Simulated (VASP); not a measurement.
# Si (P6/mmm) in VASP: notebook

Aim: see how the results for Si move with the level of theory and the settings. Levels: PBE, LDA, PBEsol, RPBE. Tasks: relaxation of cell and atoms.

All numbers are computed with VASP 6.6.1; they aren't measurements. Logs are shortened: lines on timing, memory, paths and dates and some standing lists are left out, and cuts for length are marked.

## 1. The crystal as given

The structure is hexagonal, space group P6/mmm (No. 191). The conventional cell has a = 4.121 Å, b = 4.121 Å, c = 2.655 Å, α = 90.00°, β = 90.00°, γ = 120.00°. Si (site symmetry -6m2) has 5 Si at 2.38 to 2.65 Å as nearest neighbours.

The cell was built by a generator and needn't be a form met in nature.

## 2. Relaxation of cell and atoms, PBE

Contents of INCAR:

```
SYSTEM = Si
PREC     = Accurate       ! precision mode
ENCUT    = 600            ! plane-wave cutoff, eV
EDIFF    = 1E-6           ! SCF threshold, eV
ISMEAR   = -1             ! smearing method
SIGMA    = 0.05           ! smearing width, eV
LREAL    = .FALSE.        ! projectors in reciprocal space
LASPH    = .TRUE.         ! aspherical terms in the spheres
NELM     = 60             ! most SCF steps
ALGO     = Normal         ! electronic algorithm
ISIF     = 3              ! what is computed and relaxed
LWAVE    = .FALSE.        ! write WAVECAR
LCHARG   = .FALSE.        ! write CHGCAR
GGA      = PE             ! functional
IBRION   = 2              ! ionic algorithm
NSW      = 60             ! ionic steps
EDIFFG   = -0.01          ! ionic threshold
```

Contents of KPOINTS:

```
regular mesh
0
G
  8 8 10
  0 0 0
```

Contents of POSCAR:

```
Si
1.0
    4.1209500000      0.0000000000      0.0000000000
   -2.0604700000      3.5688500000      0.0000000000
    0.0000000000      0.0000000000      2.6547900000
Si
2
Direct
    0.3333300000      0.6666700000      0.5000000000
    0.6666700000      0.3333300000      0.5000000000
```

Potentials or basis: VASP PAW PBE potentials, release 64 (Si).

Launch:

```console
$ cat potpaw_PBE.64/Si/POTCAR > POTCAR
$ mpirun -np 1 vasp_std > vasp.out
```

OUTCAR:

```text
SYSTEM = Si
   PREC = Accurate
   ENCUT = 600
   EDIFF = 1E-6
   ISMEAR = -1
   LREAL = .FALSE.
   LASPH = .TRUE.
   NELM = 60
   ISIF = 3
   GGA = PE
   IBRION = 2
   NSW = 60
   EDIFFG = -0.01

 ion  position               nearest neighbor table
   1  0.333  0.667  0.500-   2 2.38   2 2.38   2 2.38
   2  0.667  0.333  0.500-   1 2.38   1 2.38   1 2.38

  LATTYP: Found a hexagonal cell.
 ALAT       =     4.1209500000
 C/A-ratio  =     0.6442179595

  Lattice vectors:

 A1 = (   4.1209500000,   0.0000000000,   0.0000000000)
 A2 = (  -2.0604700000,   3.5688500000,   0.0000000000)
 A3 = (   0.0000000000,   0.0000000000,   2.6547900000)

Analysis of symmetry for initial positions (statically):
=====================================================================
 Subroutine PRICEL returns:
 Original cell was already a primitive cell.

 Routine SETGRP: Setting up the symmetry group for a
 hexagonal supercell.

 Subroutine GETGRP returns: Found  8 space group operations
 (whereof  8 operations were pure point group operations)
 out of a pool of 24 trial point group operations.

The static configuration has the point symmetry D_2h.

Analysis of symmetry for dynamics (positions and initial velocities):
=====================================================================
 Subroutine PRICEL returns:
 Original cell was already a primitive cell.

 Routine SETGRP: Setting up the symmetry group for a
 hexagonal supercell.

 Subroutine GETGRP returns: Found  8 space group operations
 (whereof  8 operations were pure point group operations)
 out of a pool of 24 trial point group operations.

The dynamic configuration has the point symmetry D_2h.

 Subroutine INISYM returns: Found  8 space group operations
 (whereof  8 operations are pure point group operations),
 and found     1 'primitive' translations

----------------------------------------------------------------------------------------

                                     Primitive cell

  volume of cell :      39.0441

  direct lattice vectors                    reciprocal lattice vectors
     4.120950000  0.000000000  0.000000000     0.242662493  0.140100813  0.000000000
    -2.060470000  3.568850000  0.000000000     0.000000000  0.280202306  0.000000000
     0.000000000  0.000000000  2.654790000     0.000000000  0.000000000  0.376677628

  length of vectors
     4.120950000  4.120949762  2.654790000     0.280202290  0.280202306  0.376677628

  position of ions in fractional coordinates (direct lattice)
     0.333330000  0.666670000  0.500000000
     0.666670000  0.333330000  0.500000000

  ion indices of the primitive-cell ions
   primitive index   ion index
                 1           1
                 2           2

----------------------------------------------------------------------------------------

 KPOINTS: regular mesh

Automatic generation of k-mesh.
 Grid dimensions read from file:
 generate k-points for:    8    8   10

 Generating k-lattice:

  Cartesian coordinates                     Fractional coordinates (reciprocal lattice)
     0.030332812  0.017512602  0.000000000     0.125000000  0.000000000  0.000000000
     0.000000000  0.035025288  0.000000000     0.000000000  0.125000000  0.000000000
     0.000000000  0.000000000  0.037667763     0.000000000  0.000000000  0.100000000

  Length of vectors
     0.035025286  0.035025288  0.037667763

  Shift w.r.t. Gamma in fractional coordinates (k-lattice)
     0.000000000  0.000000000  0.000000000

 Subroutine IBZKPT returns following result:
 ===========================================

 Found    126 irreducible k-points:

 Following reciprocal coordinates:
            Coordinates               Weight
  0.000000  0.000000  0.000000      1.000000
  0.125000  0.000000  0.000000      4.000000
 -0.125000  0.125000  0.000000      2.000000
  0.250000  0.000000  0.000000      4.000000
 -0.250000  0.250000  0.000000      2.000000
  0.375000  0.000000  0.000000      4.000000
[... 16 lines left out ...]
  0.125000  0.000000  0.100000      8.000000
 -0.125000  0.125000  0.100000      4.000000
 [... further k-points ...]
   k-points           NKPTS =    126   k-points in BZ     NKDIM =    126   number of bands    NBANDS=      8
   number of dos      NEDOS =    301   number of ions     NIONS =      2
   total plane-waves  NPLWV =  31104
   dimension x,y,z NGX =    36 NGY =   36 NGZ =   24
   dimension x,y,z NGXF=    72 NGYF=   72 NGZF=   48
   ions per type =               2
   NGX,Y,Z   is equivalent  to a cutoff of  14.52, 14.52, 15.03 a.u.
   NGXF,Y,Z  is equivalent  to a cutoff of  29.05, 29.05, 30.06 a.u.
 SYSTEM =  Si
   PREC   = accura    normal or accurate (medium, high low for compatibility)
   ISTART =      0    job   : 0-new  1-cont  2-samecut
   ICHARG =      2    charge: 1-file 2-atom 10-const
   ISPIN  =      1    spin polarized calculation?
   LNONCOLLINEAR =      F non collinear calculations
   LSORBIT =      F    spin-orbit coupling
[... 59 lines left out ...]
  --------------------------------------------------------------------------------------
  -------------------------------------------------------------------------------------
  Total        0.0632062      0.0637747     -0.1426154      0.0004924      0.0000000      0.0000000
  in kB        2.5936679      2.6169970     -5.8522278      0.0202040      0.0000000      0.0000000
  external PRESSURE =      -0.2138543 kB  Pullay stress =       0.0000000 kB

 VOLUME and BASIS-vectors are now :
 -----------------------------------------------------------------------------
  energy-cutoff  :      600.00
  volume of cell :       39.04
      direct lattice vectors                 reciprocal lattice vectors
     4.120950000  0.000000000  0.000000000     0.242662493  0.140100813  0.000000000
    -2.060470000  3.568850000  0.000000000     0.000000000  0.280202306  0.000000000
     0.000000000  0.000000000  2.654790000     0.000000000  0.000000000  0.376677628
[... 37 lines left out ...]
 POSITION                                       TOTAL-FORCE (eV/Angst)
 -----------------------------------------------------------------------------------
      0.00003      2.38289      1.32283        -0.000303      0.000175      0.000000
      2.06363      1.19147      1.32283         0.000303     -0.000175      0.000000
 -----------------------------------------------------------------------------------
    total drift:                                0.000000     -0.000000     -0.000000

  FREE ENERGIE OF THE ION-ELECTRON SYSTEM (eV)
  ---------------------------------------------------
  free  energy   TOTEN  =       -10.0865246338 eV

  energy  without entropy=      -10.0801980852  energy(sigma->0) =      -10.08336136

--------------------------------------- Ionic step        3  -------------------------------------------

 number of electron       8.0000000 magnetization

 Free energy of the ion-electron system (eV)
  ---------------------------------------------------
  ext. energy  EPLUGINS =         0.00000000
  ---------------------------------------------------
  free energy    TOTEN  =       -10.08660338 eV

  energy without entropy =      -10.08035632  energy(sigma->0) =      -10.08347985

 E-fermi :   6.1586     XC(G=0):  -9.5918

 val. band max:        6.1235684157   @ k =   0.2500   0.1250   0.0000
 cond. band min:       6.2908304645   @ k =  -0.3750   0.2500   0.1000
 fundamental gap:      0.1672620487
 Fermi energy:         6.1586038651

 k-point     1 :       0.0000    0.0000    0.0000
  band No.  band energies     occupation
      1      -6.1386      2.00000
      2       3.2974      2.00000
      3       3.2976      2.00000
      4       3.3908      2.00000
      5       7.4218      0.00000
      6       7.4219      0.00000
      7      11.7402      0.00000
      8      12.6275      0.00000

 k-point     2 :       0.1250    0.0000    0.0000
  band No.  band energies     occupation
      1      -5.9843      2.00000
      2       1.4627      2.00000
      3       3.0522      2.00000
      4       4.9704      2.00000
      5       7.4048      0.00000
      6       7.9927      0.00000
      7      12.5347      0.00000
      8      12.7533      0.00000
[... 221 lines left out ...]
 k-point    23 :       0.1250    0.0000    0.1000
  band No.  band energies     occupation
      1      -5.7852      2.00000
      2       1.6513      2.00000
      3       3.2217      2.00000
      4       5.1451      2.00000
      5       7.5730      0.00000
      6       8.1711      0.00000
      7       9.9581      0.00000
      8      13.3170      0.00000

 k-point    24 :      -0.1250    0.1250    0.1000
  band No.  band energies     occupation
      1      -5.7852      2.00000
      2       1.6514      2.00000
      3       3.2215      2.00000
      4       5.1451      2.00000
      5       7.5731      0.00000
      6       8.1711      0.00000
      7       9.9581      0.00000
      8      13.3171      0.00000

 [... further k-points ...]

------------------------ aborting loop because EDIFF is reached ----------------------------------------

  FORCE on cell =-STRESS in cart. coord.  units (eV):
  Direction    XX          YY          ZZ          XY          YZ          ZX
  --------------------------------------------------------------------------------------
  -------------------------------------------------------------------------------------
  Total       -0.0064337     -0.0062431     -0.0059745      0.0001651      0.0000000      0.0000000
  in kB       -0.2640706     -0.2562459     -0.2452217      0.0067764      0.0000000      0.0000000
  external PRESSURE =      -0.2551794 kB  Pullay stress =       0.0000000 kB

 VOLUME and BASIS-vectors are now :
 -----------------------------------------------------------------------------
  energy-cutoff  :      600.00
  volume of cell :       39.03
      direct lattice vectors                 reciprocal lattice vectors
     4.124856443  0.000030430  0.000000000     0.242431647  0.139965150  0.000000000
    -2.062396863  3.572248296  0.000000000    -0.000002065  0.279934556  0.000000000
     0.000000000  0.000000000  2.649111663     0.000000000  0.000000000  0.377485032

 POSITION                                       TOTAL-FORCE (eV/Angst)
 -----------------------------------------------------------------------------------
      0.00001      2.38151      1.32456        -0.000027      0.000015      0.000000
      2.06245      1.19077      1.32456         0.000027     -0.000015      0.000000
 -----------------------------------------------------------------------------------
    total drift:                                0.000000     -0.000000      0.000000

  FREE ENERGIE OF THE ION-ELECTRON SYSTEM (eV)
  ---------------------------------------------------
  free  energy   TOTEN  =       -10.0866033769 eV

  energy  without entropy=      -10.0803563204  energy(sigma->0) =      -10.08347985

 reached required accuracy - stopping structural energy minimisation
```

It took 58 s on 1 thread of Intel Xeon Platinum 8488C (Sapphire Rapids), shared host; peak memory 0.19 GiB.

What came out:

| Quantity | Value |
| --- | --- |
| Free energy | -10.0866 eV |
| Relaxed volume | 19.52 Å³/atom |
| Relaxed cell | a = 4.125 Å, b = 4.125 Å, c = 2.649 Å, α = 90.00°, β = 90.00°, γ = 120.00° |
| Space group after relaxing (to 0.05 Å) | P6/mmm (No. 191) |
| Energy gained by relaxing | 0.1 meV/atom |
| Ionic steps | 3 |
| Pressure after relaxing | 0.0 GPa |
| Band gap on the k mesh | none (metal or under the smearing width) |

Step by step:
```tsv
step	energy change (eV)	largest force (eV/Å)	pressure (GPa)	volume (Å³)
1	0.0000	0.0005	-0.02	39.04
2	-0.0001	0.0003	-0.02	39.03
3	-0.0002	0.0000	-0.03	39.03
```

Final structure:
```xyz
2
Lattice="4.1249 0.0000 0.0000 -2.0624 3.5722 0.0000 0.0000 0.0000 2.6491" Properties=species:S:1:pos:R:3 pbc="T T T"
Si    0.0000    2.3815    1.3246
Si    2.0624    1.1908    1.3246
```

## 3. Relaxation of cell and atoms, LDA

Contents of INCAR:

```
SYSTEM = Si
PREC = Accurate
ENCUT = 600
EDIFF = 1E-6
ISMEAR = -1
SIGMA = 0.05
LREAL = .FALSE.
LASPH = .TRUE.
NELM = 80
ALGO = Fast
ISIF = 3
LWAVE = .FALSE.
LCHARG = .FALSE.
IBRION = 2
NSW = 60
EDIFFG = -0.01
```

Contents of KPOINTS:

```
Automatic mesh
0
G
  8 8 10
  0 0 0
```

POSCAR is that of step 2.

Potentials or basis: VASP PAW LDA potentials, release 64 (Si).

Launch:

```console
$ cat potpaw_LDA.64/Si/POTCAR > POTCAR
$ mpirun -np 1 vasp_std > vasp.out
```

Wall time 76 s (1 thread of Intel Xeon Platinum 8488C (Sapphire Rapids), shared host); peak memory 0.18 GiB.

It converged, with:

```yaml
Free_energy: -11.2109 eV
Relaxed_volume: 18.81 Å³/atom
Relaxed_cell: a = 4.075 Å, b = 4.075 Å, c = 2.616 Å, α = 90.00°, β = 90.00°, γ = 120.00°
Space_group_after_relaxing_to_0.05_Å: P6/mmm (No. 191)
Energy_gained_by_relaxing: 7.5 meV/atom
Ionic_steps: 6
Pressure_after_relaxing: -0.1 GPa
Band_gap_on_the_k_mesh: none (metal or under the smearing width)
```

Step by step:
| step | energy change (eV) | largest force (eV/Å) | pressure (GPa) | volume (Å³) |
| --- | --- | --- | --- | --- |
| 1 | 0.0000 | 0.0005 | -3.16 | 39.04 |
| 2 | -0.0114 | 0.0003 | 1.72 | 36.91 |
| 3 | -0.0149 | 0.0000 | 0.02 | 37.59 |
| 4 | -0.0149 | 0.0000 | -0.06 | 37.61 |
| 5 | -0.0150 | 0.0001 | -0.07 | 37.62 |
| 6 | -0.0150 | 0.0001 | -0.07 | 37.62 |

Final structure:
```yaml
crystal:
  lattice:
    - [4.07461, 0.00004, 0.00000]
    - [-2.03727, 3.52874, 0.00000]
    - [0.00000, 0.00000, 2.61617]
  atoms:
    - { symbol: Si, position: [0.33333, 0.66667, 0.50000] }
    - { symbol: Si, position: [0.66667, 0.33333, 0.50000] }
```

Levels at points of the mesh, in eV from the Fermi level:
```tsv
k point	band 2	band 3	band 4	band 5	band 6	band 7
(0.00, 0.00, 0.00)	-2.89	-2.89	-2.66	1.23	1.23	5.47
(0.50, 0.00, 0.00)	-8.91	-4.11	-1.38	6.30	7.11	7.29
(0.50, 0.50, 0.00)	-8.91	-4.11	-1.38	6.30	7.11	7.29
(0.00, 0.00, 0.50)	-6.04	-0.06	-0.06	1.26	3.56	4.42
(0.50, 0.00, 0.50)	-4.93	-4.35	-2.67	-1.12	3.02	3.88
(0.50, 0.50, 0.50)	-4.93	-4.35	-2.67	-1.12	3.02	3.88
```

## 4. Relaxation of cell and atoms, PBEsol

Contents of INCAR:

```
  PREC = Accurate
  ENCUT = 600
  EDIFF = 1E-6
  ISMEAR = -1
  SIGMA = 0.05
  LREAL = F
  LASPH = T
  NELM = 80
  ALGO = Normal
  ISIF = 3
  LWAVE = F
  LCHARG = F
  GGA = PS
  IBRION = 2
  NSW = 60
  EDIFFG = -0.01
```

Contents of KPOINTS:

```
Automatic mesh
0
Gamma
  8 8 10
```

POSCAR is that of step 3.

Potentials or basis: VASP PAW PBE potentials, release 64 (Si).

Launch:

```console
$ cat potpaw_PBE.64/Si/POTCAR > POTCAR
$ mpirun -np 1 vasp_std > vasp.out
```

It took 51 s on 1 thread of Intel Xeon Platinum 8488C (Sapphire Rapids), shared host; peak memory 0.19 GiB.

Results (log left out):

```yaml
Free_energy: -10.8024 eV
Relaxed_volume: 19.10 Å³/atom
Relaxed_cell: a = 4.097 Å, b = 4.097 Å, c = 2.628 Å, α = 90.00°, β = 90.00°, γ = 120.00°
Space_group_after_relaxing_to_0.05_Å: P6/mmm (No. 191)
Energy_gained_by_relaxing: 2.5 meV/atom
Ionic_steps: 3
Pressure_after_relaxing: 0.0 GPa
Band_gap_on_the_k_mesh: none (metal or under the smearing width)
```

Stress tensor (GPa, compression positive):
```
 0.07  0.00  0.00
 0.00  0.07  0.00
 0.00  0.00 -0.06
```

Step by step:
| step | energy change (eV) | largest force (eV/Å) | pressure (GPa) | volume (Å³) |
| --- | --- | --- | --- | --- |
| 1 | 0.0000 | 0.0005 | -1.77 | 39.04 |
| 2 | -0.0040 | 0.0003 | 0.90 | 37.83 |
| 3 | -0.0051 | 0.0001 | 0.02 | 38.21 |

Final structure:
```yaml
crystal:
  lattice:
    - [4.09731, 0.00003, 0.00000]
    - [-2.04862, 3.54840, 0.00000]
    - [0.00000, 0.00000, 2.62809]
  atoms:
    - { symbol: Si, position: [0.33333, 0.66667, 0.50000] }
    - { symbol: Si, position: [0.66667, 0.33333, 0.50000] }
```

Levels at points of the mesh, in eV from the Fermi level:
| k point | band 1 | band 2 | band 3 | band 4 | band 5 | band 6 | band 7 | band 8 |
| --- | --- | --- | --- | --- | --- | --- | --- | --- |
| (0.00, 0.00, 0.00) | -12.42 | -2.87 | -2.87 | -2.68 | 1.23 | 1.23 | 5.46 | 6.66 |
| (0.50, 0.00, 0.00) | -10.55 | -8.86 | -4.08 | -1.36 | 6.27 | 7.09 | 7.24 | 8.12 |
| (0.50, 0.50, 0.00) | -10.55 | -8.86 | -4.08 | -1.36 | 6.27 | 7.09 | 7.24 | 8.12 |
| (0.00, 0.00, 0.50) | -8.35 | -5.99 | -0.05 | -0.05 | 1.25 | 3.50 | 4.40 | 4.40 |
| (0.50, 0.00, 0.50) | -6.47 | -4.90 | -4.32 | -2.65 | -1.10 | 3.01 | 3.85 | 4.99 |
| (0.50, 0.50, 0.50) | -6.47 | -4.90 | -4.32 | -2.65 | -1.10 | 3.01 | 3.85 | 4.99 |

Caveat: the PAW data sets were made with another functional, which shifts forces and pressure a little.

## 5. Relaxation of cell and atoms, RPBE

Contents of INCAR:

```
SYSTEM = Si
PREC = Accurate
ENCUT = 600
EDIFF = 1E-6
ISMEAR = -1
SIGMA = 0.05
LREAL = .FALSE.
LASPH = .TRUE.
NELM = 100
ALGO = Fast
ISIF = 3
LWAVE = .FALSE.
LCHARG = .FALSE.
GGA = RP
IBRION = 2
NSW = 60
EDIFFG = -0.01
```

Contents of KPOINTS:

```
regular mesh
0
G
  8 8 10
  0 0 0
```

POSCAR is that of step 4.

Launch:

```console
$ cat potpaw_PBE.64/Si/POTCAR > POTCAR
$ mpirun -np 1 vasp_std > vasp.out
```

It took 80 s on 1 thread of Intel Xeon Platinum 8488C (Sapphire Rapids), shared host; peak memory 0.19 GiB.

The run converged. Its results:

| Property | Result |
| --- | --- |
| Free energy | -9.5403 eV |
| Relaxed volume | 19.80 Å³/atom |
| Relaxed cell | a = 4.145 Å, b = 4.145 Å, c = 2.662 Å, α = 90.00°, β = 90.00°, γ = 120.00° |
| Space group after relaxing (to 0.05 Å) | P6/mmm (No. 191) |
| Energy gained by relaxing | 1.1 meV/atom |
| Ionic steps | 5 |
| Pressure after relaxing | 0.0 GPa |
| Band gap on the k mesh | none (metal or under the smearing width) |

Step by step:
| step | energy change (eV) | largest force (eV/Å) | pressure (GPa) | volume (Å³) |
| --- | --- | --- | --- | --- |
| 1 | 0.0000 | 0.0005 | 1.16 | 39.04 |
| 2 | -0.0016 | 0.0004 | -0.55 | 39.85 |
| 3 | -0.0022 | 0.0001 | 0.04 | 39.56 |
| 4 | -0.0022 | 0.0001 | 0.04 | 39.57 |
| 5 | -0.0023 | 0.0001 | -0.03 | 39.61 |

Final structure:
```cif
data_structure
_symmetry_space_group_name_H-M 'P 1'
_symmetry_Int_Tables_number 1
_cell_length_a 4.1451
_cell_length_b 4.1451
_cell_length_c 2.6617
_cell_angle_alpha 90.000
_cell_angle_beta 90.000
_cell_angle_gamma 119.999
_cell_volume 39.61
loop_
_atom_site_label
_atom_site_type_symbol
_atom_site_fract_x
_atom_site_fract_y
_atom_site_fract_z
_atom_site_occupancy
Si1 Si 0.33333 0.66667 0.50000 1
Si2 Si 0.66667 0.33333 0.50000 1
```

Levels at points of the mesh, in eV from the Fermi level:
| k point | band 2 | band 3 | band 4 | band 5 | band 6 | band 7 |
| --- | --- | --- | --- | --- | --- | --- |
| (0.00, 0.00, 0.00) | -2.86 | -2.86 | -2.80 | 1.25 | 1.25 | 5.65 |
| (0.50, 0.00, 0.00) | -8.73 | -4.02 | -1.25 | 6.07 | 7.02 | 7.04 |
| (0.50, 0.50, 0.00) | -8.73 | -4.02 | -1.25 | 6.07 | 7.02 | 7.04 |
| (0.00, 0.00, 0.50) | -5.81 | -0.18 | -0.18 | 1.16 | 3.08 | 4.27 |
| (0.50, 0.00, 0.50) | -4.94 | -4.20 | -2.56 | -1.19 | 2.90 | 3.89 |
| (0.50, 0.50, 0.50) | -4.94 | -4.20 | -2.56 | -1.19 | 2.90 | 3.89 |

Caveat: the PAW data sets were made with another functional, which shifts forces and pressure a little.

## 6. Summary

```tsv
level	potentials or basis	gap on the mesh (eV)	pressure (GPa)	relaxed volume (Å³/atom)
PBE	VASP PAW PBE potentials, release 64 (Si)	none	0.0	19.52
LDA	VASP PAW LDA potentials, release 64 (Si)	none	-0.1	18.81
PBEsol	VASP PAW PBE potentials, release 64 (Si)	none	0.0	19.10
RPBE	VASP PAW PBE potentials, release 64 (Si)	none	0.0	19.80
```

Alike in all rows: task relaxation of cell and atoms; no spin polarisation; cell relaxed; k mesh 8 × 8 × 10; cutoff (eV) 600; smearing fermi-dirac 0.05 eV.

Caveats: the PAW data sets were made with another functional, which shifts forces and pressure a little (some runs).

Total energies depend on the potentials used, so only differences within one code and one set of settings carry meaning.
